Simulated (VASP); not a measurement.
Te4Mo3:

```
Te Mo
1.0
     5.08950    2.93842    3.89133
    -5.08950    2.93842    3.89133
     0.00000   -5.87685    3.89133
Te Mo
8 6
Direct
  0.29112 0.29112 0.29112
  0.70888 0.70888 0.70888
  0.87742 0.61856 0.24499
  0.24499 0.87742 0.61856
  0.61856 0.24499 0.87742
  0.12258 0.38144 0.75501
  0.75501 0.12258 0.38144
  0.38144 0.75501 0.12258
  0.95521 0.25991 0.08152
  0.08152 0.95521 0.25991
  0.25991 0.08152 0.95521
  0.04479 0.74009 0.91848
  0.91848 0.04479 0.74009
  0.74009 0.91848 0.04479
```

```yaml
Program: VASP 6.6.1
Task: relaxation of cell and atoms
Functional: PBEsol
Potentials_or_basis: VASP PAW PBE potentials, release 64 (Te, Mo_sv)
Cutoff: 600 eV
k_mesh: 5 × 5 × 5
Occupations: methfessel-paxton, width 0.1 eV
Spin: no spin polarisation
```

At the start: pressure -1.2 GPa; volume 24.94 Å³/atom.

How do energy, volume and symmetry change on relaxing?

Over 30 steps the energy falls by 2.2 meV/atom and the volume is 24.72 Å³/atom (-0.9 %); space group R-3 (No. 148, to 0.05 Å).

The path:
| step | energy change (eV) | largest force (eV/Å) | pressure (GPa) | volume (Å³) |
| --- | --- | --- | --- | --- |
| 1 | 0.0000 | 0.3609 | -1.23 | 349.17 |
| 2 | 0.0427 | 0.3844 | 2.79 | 339.56 |
| 3 | -0.0221 | 0.1275 | 0.19 | 345.56 |
| 4 | -0.0274 | 0.0509 | 0.03 | 346.18 |
| 5 | -0.0277 | 0.0487 | -0.01 | 346.35 |
| 6 | -0.0283 | 0.0197 | -0.03 | 346.39 |
| 7 | -0.0283 | 0.0152 | -0.04 | 346.39 |
| 8 | -0.0286 | 0.0166 | 0.03 | 346.14 |
| 9 | -0.0287 | 0.0317 | 0.13 | 345.73 |
| 10 | -0.0288 | 0.0304 | 0.13 | 345.72 |
| 11 | -0.0290 | 0.0273 | 0.10 | 345.71 |
| 12 | -0.0293 | 0.0261 | 0.05 | 345.69 |
| 13 | -0.0292 | 0.0512 | -0.04 | 345.65 |
| 14 | -0.0293 | 0.0359 | 0.01 | 345.67 |
| 15 | -0.0295 | 0.0331 | 0.00 | 345.69 |
| 16 | -0.0298 | 0.0350 | -0.02 | 345.74 |
| 17 | -0.0299 | 0.0552 | -0.05 | 345.85 |
| 18 | -0.0300 | 0.0491 | -0.05 | 345.82 |
| 19 | -0.0302 | 0.0392 | 0.00 | 345.75 |
| 20 | -0.0304 | 0.0280 | 0.11 | 345.56 |
| 21 | -0.0306 | 0.0187 | 0.08 | 345.73 |
| 22 | -0.0307 | 0.0173 | 0.01 | 346.02 |
| 23 | -0.0307 | 0.0169 | 0.00 | 346.01 |
| 24 | -0.0307 | 0.0148 | 0.04 | 345.87 |
| 25 | -0.0307 | 0.0161 | 0.02 | 345.98 |
| 26 | -0.0307 | 0.0166 | 0.02 | 346.00 |
| 27 | -0.0308 | 0.0119 | 0.01 | 346.05 |
| 28 | -0.0308 | 0.0115 | -0.05 | 346.15 |
| 29 | -0.0308 | 0.0104 | -0.05 | 346.12 |
| 30 | -0.0308 | 0.0093 | -0.04 | 346.10 |

Final structure:
```cif
data_structure
_symmetry_space_group_name_H-M 'P 1'
_symmetry_Int_Tables_number 1
_cell_length_a 7.0255
_cell_length_b 7.0255
_cell_length_c 7.0255
_cell_angle_alpha 92.017
_cell_angle_beta 92.017
_cell_angle_gamma 92.017
_cell_volume 346.10
loop_
_atom_site_label
_atom_site_type_symbol
_atom_site_fract_x
_atom_site_fract_y
_atom_site_fract_z
_atom_site_occupancy
Te1 Te 0.28942 0.28942 0.28942 1
Te2 Te 0.71058 0.71058 0.71058 1
Te3 Te 0.87899 0.61775 0.24788 1
Te4 Te 0.24788 0.87899 0.61775 1
Te5 Te 0.61775 0.24788 0.87899 1
Te6 Te 0.12101 0.38225 0.75212 1
Te7 Te 0.75212 0.12101 0.38225 1
Te8 Te 0.38225 0.75212 0.12101 1
Mo1 Mo 0.95418 0.25784 0.08054 1
Mo2 Mo 0.08054 0.95418 0.25784 1
Mo3 Mo 0.25784 0.08054 0.95418 1
Mo4 Mo 0.04582 0.74216 0.91946 1
Mo5 Mo 0.91946 0.04582 0.74216 1
Mo6 Mo 0.74216 0.91946 0.04582 1
```

Caveat: the PAW data sets were made with another functional, which shifts forces and pressure a little.
